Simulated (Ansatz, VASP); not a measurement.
# Bi in VASP and in Ansatz

File INCAR:

```
ALGO = Fast
EDIFF = 1E-6
ENCUT = 520
ISIF = 2
ISMEAR = -1
LASPH = True
LCHARG = False
LREAL = False
LWAVE = False
NBANDS = 22
NELM = 100
PREC = Accurate
SIGMA = 0.05
```

The input KPOINTS:

```
k-points
0
Gamma
  8 8 4
```

POSCAR

```
Bi
1.0
    3.1722683854      0.0000000000      0.0000000000
    0.0000000000      3.1558770435      0.0000000000
   -0.0788124821      0.0000000000      6.3123439430
Bi
2
Direct
    0.5442472500      0.0000000000      0.7495778900
    0.4557527500      0.0000000000      0.2504221100
```

File input.yaml:

```yaml
crystal:
  lattice:
    - [3.1722683854, 0.0, 0.0]
    - [0.0, 3.1558770435, 0.0]
    - [-0.0788124821, 0.0, 6.312343943]
  atoms:
    - { symbol: Bi, position: [0.54424725, 0.0, 0.74957789] }
    - { symbol: Bi, position: [0.45575275, 0.0, 0.25042211] }
kpoints:
  mp_grid: { grid: [8, 8, 4] }
scf:
  occupations: { method: fermi_dirac, width: 0.05 }
hamiltonian:
  xc: lda
  pseudopotentials: { kind: all_electron, lapw: { basis_error: 0.001 } }
output:
  forces: true
  stress: true
  eigenvalues: true
```

Change from the starting cell: volume scaled by 0.94.

Alike in both runs: task single point; functional LDA; k mesh 8 × 8 × 4; occupations fermi-dirac, width 0.05 eV; no spin polarisation.

|  | VASP | Ansatz |
| --- | --- | --- |
| version | VASP 6.6.1 | Ansatz 0.2.0 |
| potentials or method | VASP PAW LDA potentials, release 64 (Bi_d) | all-electron LAPW, scalar-relativistic |
| plane-wave cutoff (eV) | 520 | see its input |

|  | VASP | Ansatz | Ansatz less VASP |
| --- | --- | --- | --- |
| gap on the k mesh at the Fermi level (eV) | none | none | - |
| pressure (GPa) | 1.9 | 1.8 | -0.07 |
| largest component of the traceless stress (GPa) | 0.68 | 0.68 | +0.001 |
| rms of the force components (eV/Å) | 0.006 | 0.006 | +0.0003 |

Atom by atom the forces differ by 0.001 eV/Å (rms over components). A gap of «none» marks a metal or a gap that the smearing closes. Ansatz ran all-electron here, so the differences hold the error of VASP's frozen core and of both bases.

Caveats: spin-orbit coupling is left out, which moves the levels of the heavy elements.
